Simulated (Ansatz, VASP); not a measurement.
**Fe: VASP beside Ansatz**

```
CELL_PARAMETERS angstrom
-1.43332 1.43332 1.43332
1.43332 -1.43332 1.43332
1.43332 1.43332 -1.43332
ATOMIC_POSITIONS crystal
Fe 0.00000 0.00000 0.00000
```

Change from the starting cell: volume scaled by 0.98.

Alike in both runs: task single point; functional PBEsol; k mesh 13 × 13 × 13; occupations fermi-dirac, width 0.05 eV; collinear spin, ferromagnetic start.

|  | VASP | Ansatz |
| --- | --- | --- |
| version | VASP 6.6.1 | Ansatz 0.2.0 |
| potentials or method | VASP PAW PBE potentials, release 64 (Fe) | Ansatz PAW |
| plane-wave cutoff (eV) | 520 | 420 |
| valence electrons in the cell | 8 | 16 |

Ansatz gave:

```
gap on the k mesh at the Fermi level (eV)                     : none
pressure (GPa)                                                : -15.8
net moment per atom (μB)                                      : 2.20
size of the moment on the site where the two differ most (μB) : 2.24
```

Task: What did VASP give for the same quantities?

Result: gap on the k mesh at the Fermi level (eV): none; pressure (GPa): -15.4; net moment per atom (μB): 2.22; size of the moment on the site where the two differ most (μB): 2.22.

Site moments also hang on the region over which each program counts them. A gap of «none» marks a metal or a gap that the smearing closes. The two sets of potentials don't hold the same shells in valence.

Caveats: the PAW data sets were made with another functional, which shifts forces and pressure a little (VASP); the PAW data sets come from PBE, with cores solved anew for the run's functional, which leaves a small shift of forces and pressure (Ansatz).
